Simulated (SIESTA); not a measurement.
## Te2Pt (Moncheite) under changes of volume

One of the cells (24.143 Å³/atom); the others are scaled copies at fixed shape and fractional positions:

```
Pt Te
1.0
     4.01000    0.00000    0.00000
    -2.00500    3.47276    0.00000
     0.00000    0.00000    5.20100
Pt Te
1 2
Direct
  0.00000 0.00000 0.00000
  0.66667 0.33333 0.75000
  0.33333 0.66667 0.25000
```

| Item | Value |
| --- | --- |
| Program | SIESTA 5.4.2 |
| Functional | PBE |
| Potentials or basis | PseudoDojo 0.4 standard (PBE files, fully relativistic) |
| Basis | DZP (energy shift 0.002 Ry) |
| Grid cutoff | 800 Ry |
| Energy shift | 0.002 Ry |
| k mesh | 6 × 6 × 4 |
| Occupations | fermi-dirac, width 0.05 eV |
| Spin | non-collinear spin, zero start, spin-orbit coupling |
| Starting moments | [[0.0, 0.0, 0.0], [0.0, 0.0, 0.0], [0.0, 0.0, 0.0]] μB |

| volume (Å³/atom) | energy over the lowest point (meV/atom) | pressure (GPa) | largest force (eV/Å) |
| --- | --- | --- | --- |
| 22.694 | ? | ? | ? |
| 23.177 | 167.04 | 18.9 | 2.510 |
| 23.660 | 115.38 | 15.5 | 2.184 |
| 24.143 | 73.51 | 12.3 | 1.895 |
| 24.626 | 40.89 | 9.4 | 1.599 |
| 25.108 | 16.55 | 6.8 | 1.314 |
| 25.591 | 0.00 | 4.4 | 1.071 |

Problem. What does the run at 22.694 Å³/atom give?

Solution. Energy over the lowest point 229.96 meV/atom; pressure 23.0 GPa; largest force 2.885 eV/Å.

Worked out: A Birch-Murnaghan fit of order 3 (a polynomial in V^(-2/3)) to the other rows has no minimum within the range. It gives 229.44 meV/atom at 22.694 Å³/atom, against the run's 229.96, and -dE/dV = 22.6 GPa, against 23.0.

Energies are extrapolated to zero smearing.

Caveats: semicore shells carry a single zeta, which can move pressures by several GPa and volumes by a few percent; the basis of atomic orbitals isn't converged, which shifts pressures, moduli and gaps; forces of over 1 eV/Å show positions far from the minimum, so gaps and moduli don't describe the material at rest.
